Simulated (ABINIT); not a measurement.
# BaO (Fm-3m): G0W0 in ABINIT against the bands in the screening

Wanted: the cheapest bands in the screening that holds the gap of BaO (Fm-3m).

Program: ABINIT 10.8.3. Level of theory: PBE and many-body steps on it, plane waves. Results are calculated unless marked as measured.

This is a report of a sequence of runs, with most program output left out.

The database entry behind the starting cell differs from later determinations by our own check (about 0.7 % short), so it need not match the best structure at ambient conditions.

**1. Set-up**

It takes space group Fm-3m (No. 225, cubic). Conventional cell: a = 5.500 Å, b = 5.500 Å, c = 5.500 Å, α = 90.00°, β = 90.00°, γ = 90.00°. Ba has 6 O at 2.75 Å nearest. Nearest to O lie 6 Ba at 2.75 Å. Farther neighbours and most contacts between anions are not listed.

The cell and positions come from the Crystallography Open Database and are kept as given unless a step says otherwise. Spin-orbit coupling is left out unless a step names it.

**2. Screening, 6×6×6 mesh, 16 bands, screening to 163.3 eV**

This step: ABINIT 10.8.3; RPA screening on PBE, plane waves, norm-conserving pseudopotentials.

The RPA dielectric matrix is built and inverted for each q.

run.abi

```
acell 3*1.0 Angstrom
rprim 
  -0.000000000000 2.750000000000 2.750000000000
  2.750000000000 -0.000000000000 2.750000000000
  2.750000000000 2.750000000000 -0.000000000000
ntypat 2
znucl 56 8
natom 2
typat 1 2
xred 
  0.000000000000 0.000000000000 0.000000000000
  0.500000000000 0.500000000000 0.500000000000
pp_dirpath "pseudos"
pseudos "Ba.upf, O.upf"
ecut 36
ngkpt 6 6 6
nshiftk 1
shiftk 0 0 0
kptopt 1
chksymbreak 0
istwfk *1
occopt 1
irdwfk 1
optdriver 3
nband 16
ecuteps 6
inclvkb 2
awtr 1
symchi 1
indata_prefix "in"
outdata_prefix "out"
tmpdata_prefix "tmp"
```

The run is started by

```console
$ OMP_NUM_THREADS=1 mpirun -n 8 abinit run.abi > log
```

The job ended after 7.3 s (8 MPI ranks of Intel Xeon Platinum 8488C (Sapphire Rapids), shared host; peak memory 1.2 GiB).

This step gave:

```
ε∞ with local fields, on this mesh, along the program's q direction : 3.920
the same without local fields                                       : 4.308
plasma frequency                                                    : 23.03 eV
plane waves in the screening matrix                                 : 181
```

Local fields lower ε∞ by 9 %.

**3. 16 bands**

This step: G0W0 on PBE, plane waves, norm-conserving pseudopotentials.

run.abi, as its differences from that of step 2:

```diff
@@ -23,8 +23,17 @@
 irdwfk 1
-optdriver 3
-nband 16
+optdriver 4
+nband 75
+gwcalctyp 0
+ecutsigx 36
+symsigma 1
+nkptgw 2
+kptgw 
+  0.5000000000 0.5000000000 0.0000000000
+  0.0000000000 0.0000000000 0.0000000000
+bdgw 
+  6 10
+  6 12
 ecuteps 6
-inclvkb 2
-awtr 1
-symchi 1
+irdscr 1
+ppmodel 1
 indata_prefix "in"
```

Elapsed: 7.5 s, on 8 MPI ranks; peak memory 1.8 GiB; 58 s of CPU time.

This step gave:

```yaml
g0w0_gap_on_the_points_computed: 3.204 eV
starting_gap_on_the_mesh: 1.938 eV
k_of_the_valence_top: 0.5, 0.5, 0
k_of_the_conduction_bottom: 0.5, 0.5, 0
z_at_the_valence_top: 0.753
z_at_the_conduction_bottom: 0.849
least_direct_g0w0_gap_on_the_computed_points: 3.204 eV
```

**4. Screening, 6×6×6 mesh, 23 bands, screening to 163.3 eV**

This step: RPA screening on PBE, plane waves, norm-conserving pseudopotentials.

run.abi, as its differences from that of step 3:

```diff
@@ -23,17 +23,8 @@
 irdwfk 1
-optdriver 4
-nband 75
-gwcalctyp 0
-ecutsigx 36
-symsigma 1
-nkptgw 2
-kptgw 
-  0.5000000000 0.5000000000 0.0000000000
-  0.0000000000 0.0000000000 0.0000000000
-bdgw 
-  6 10
-  6 12
+optdriver 3
+nband 23
 ecuteps 6
-irdscr 1
-ppmodel 1
+inclvkb 2
+awtr 1
+symchi 1
 indata_prefix "in"
```

Run time: 12 s. Hardware: 8 MPI ranks; peak memory 1.3 GiB.

This step gave:

```yaml
eps_infinity_with_local_fields_on_this_mesh_along_the_program_s_q_direction: 3.985
the_same_without_local_fields: 4.429
plasma_frequency: 23.03 eV
plane_waves_in_the_screening_matrix: 181
```

**5. 23 bands**

The self-energy is evaluated for the states that the input lists, and the levels follow from it, in one-shot runs by the linearised quasiparticle equation.

This step: G0W0 on PBE, plane waves, norm-conserving pseudopotentials.

run.abi, as its differences from that of step 4:

```diff
@@ -23,8 +23,17 @@
 irdwfk 1
-optdriver 3
-nband 23
+optdriver 4
+nband 75
+gwcalctyp 0
+ecutsigx 36
+symsigma 1
+nkptgw 2
+kptgw 
+  0.5000000000 0.5000000000 0.0000000000
+  0.0000000000 0.0000000000 0.0000000000
+bdgw 
+  6 10
+  6 12
 ecuteps 6
-inclvkb 2
-awtr 1
-symchi 1
+irdscr 1
+ppmodel 1
 indata_prefix "in"
```

Wall time 7 s (8 MPI ranks); peak memory 1.6 GiB; 54 s of CPU time.

This step gave:

```
G0W0 gap on the points computed              : 3.012 eV
starting gap on the mesh                     : 1.938 eV
k of the valence top                         : 0.5, 0.5, 0
k of the conduction bottom                   : 0.5, 0.5, 0
Z at the valence top                         : 0.765
Z at the conduction bottom                   : 0.849
least direct G0W0 gap on the computed points : 3.012 eV
```

The gap on the mesh goes from 1.94 eV to 3.01 eV, a correction of +1.07 eV.

**6. Screening, 6×6×6 mesh, 75 bands, screening to 163.3 eV**

This step: RPA screening on PBE, plane waves, norm-conserving pseudopotentials.

run.abi, as its differences from that of step 5:

```diff
@@ -23,17 +23,8 @@
 irdwfk 1
-optdriver 4
+optdriver 3
 nband 75
-gwcalctyp 0
-ecutsigx 36
-symsigma 1
-nkptgw 2
-kptgw 
-  0.5000000000 0.5000000000 0.0000000000
-  0.0000000000 0.0000000000 0.0000000000
-bdgw 
-  6 10
-  6 12
 ecuteps 6
-irdscr 1
-ppmodel 1
+inclvkb 2
+awtr 1
+symchi 1
 indata_prefix "in"
```

Wall time 42 s (8 MPI ranks); peak memory 1.6 GiB; 5.6 min of CPU time.

Numbers from this step:

* ε∞ with local fields, on this mesh, along the program's q direction: 4.016
* the same without local fields: 4.49
* plasma frequency: 23.03 eV
* plane waves in the screening matrix: 181

**7. 75 bands**

This step: G0W0 on PBE, plane waves, norm-conserving pseudopotentials.

run.abi, as its differences from that of step 6:

```diff
@@ -23,8 +23,17 @@
 irdwfk 1
-optdriver 3
+optdriver 4
 nband 75
+gwcalctyp 0
+ecutsigx 36
+symsigma 1
+nkptgw 2
+kptgw 
+  0.5000000000 0.5000000000 0.0000000000
+  0.0000000000 0.0000000000 0.0000000000
+bdgw 
+  6 10
+  6 12
 ecuteps 6
-inclvkb 2
-awtr 1
-symchi 1
+irdscr 1
+ppmodel 1
 indata_prefix "in"
```

It took 9 s on 8 MPI ranks; peak memory 1.5 GiB; 70 s of CPU time.

This step gave:

```
G0W0 gap on the points computed              : 2.836 eV
starting gap on the mesh                     : 1.938 eV
k of the valence top                         : 0.5, 0.5, 0
k of the conduction bottom                   : 0.5, 0.5, 0
least direct G0W0 gap on the computed points : 2.836 eV
```

Against the run before, the gap moves by −0.176 eV.

**8. Screening, 6×6×6 mesh, 164 bands, screening to 163.3 eV**

This step: RPA screening on PBE, plane waves, norm-conserving pseudopotentials.

run.abi, as its differences from that of step 7:

```diff
@@ -23,17 +23,8 @@
 irdwfk 1
-optdriver 4
-nband 75
-gwcalctyp 0
-ecutsigx 36
-symsigma 1
-nkptgw 2
-kptgw 
-  0.5000000000 0.5000000000 0.0000000000
-  0.0000000000 0.0000000000 0.0000000000
-bdgw 
-  6 10
-  6 12
+optdriver 3
+nband 164
 ecuteps 6
-irdscr 1
-ppmodel 1
+inclvkb 2
+awtr 1
+symchi 1
 indata_prefix "in"
```

Wall time 81 s (8 MPI ranks); peak memory 2.2 GiB; 11 min of CPU time.

This step gave:

```
ε∞ with local fields, on this mesh, along the program's q direction : 4.019
the same without local fields                                       : 4.494
plasma frequency                                                    : 23.03 eV
plane waves in the screening matrix                                 : 181
```

**9. 164 bands**

This step: G0W0 on PBE, plane waves, norm-conserving pseudopotentials.

run.abi, as its differences from that of step 8:

```diff
@@ -23,8 +23,17 @@
 irdwfk 1
-optdriver 3
-nband 164
+optdriver 4
+nband 75
+gwcalctyp 0
+ecutsigx 36
+symsigma 1
+nkptgw 2
+kptgw 
+  0.5000000000 0.5000000000 0.0000000000
+  0.0000000000 0.0000000000 0.0000000000
+bdgw 
+  6 10
+  6 12
 ecuteps 6
-inclvkb 2
-awtr 1
-symchi 1
+irdscr 1
+ppmodel 1
 indata_prefix "in"
```

Run time: 6.9 s. Hardware: 8 MPI ranks; peak memory 1.6 GiB.

Numbers from this step:

```
G0W0 gap on the points computed              : 2.806 eV
starting gap on the mesh                     : 1.938 eV
k of the valence top                         : 0.5, 0.5, 0
k of the conduction bottom                   : 0.5, 0.5, 0
least direct G0W0 gap on the computed points : 2.806 eV
```

Against the run before, the gap moves by −0.030 eV.

**10. The runs together**

Times are wall times on 8 MPI ranks of Intel Xeon Platinum 8488C (Sapphire Rapids), shared host, good to a factor of about two. A run's time includes the screening step that it read.

```
      run   mesh  bands  screening cutoff (eV)  DFT gap (eV)  gap on the mesh (eV)  direct (eV)  ε∞ used  time
 16 bands  6×6×6     75                  163.3         1.938                 3.204        3.204     3.92  15 s
 23 bands  6×6×6     75                  163.3         1.938                 3.012        3.012     3.99  19 s
 75 bands  6×6×6     75                  163.3         1.938                 2.836        2.836     4.02  51 s
164 bands  6×6×6     75                  163.3         1.938                 2.806        2.806     4.02  88 s
```

**11. What came out**

| Quantity | Value |
| --- | --- |
| 16 bands | 3.204 eV |
| 23 bands | 3.012 eV |
| 75 bands | 2.836 eV |
| 164 bands | 2.806 eV |
| known limits | not at the basis limit; no spin-orbit coupling |

What this shows: The setting moved: bands in the screening. From 16 bands to 164 bands the gap moves by −0.40 eV, for 6.0 times the time. The last step still moves it by −0.030 eV. Bands and screening cutoff are coupled, so a series along one setting does not show full convergence. Bands and cutoff are finite, so the gap is not at the basis limit. The miss can reach some tenths of an eV and take either sign; the mesh is an error of its own. In the G0W0 runs levels were corrected at 2 k points alone, so a gap called «on the mesh» is the least over those, and an edge elsewhere would be missed. The many-body steps are scalar-relativistic: spin-orbit coupling is not in them.

[Paths, hosts, dates, memory and timing lines, banners, echoed tables and standing remarks are left out of the program output.]

[Logs are printed without paths, hosts, clocks, repeated set-up lines and the standing remarks that a program may print on its own settings, such as how far it seeks lower states.]

[Runs of the session that timed out or met a known fault of the program may be left out.]

[Hosts, paths, dates, database ids (printed as entryN), source tags and the programs' standing remarks are cut or masked in the printed files.]

[G0W0 gaps are taken among the corrected bands and points alone; a level outside them can change the order at an edge.]

[Where Ansatz stands beside ABINIT at settings called matched, ABINIT's density can come from a denser mesh and the files from another edition; pairs whose starting gaps differed by over 0.03 eV were left out, so agreement reads better than it is.]
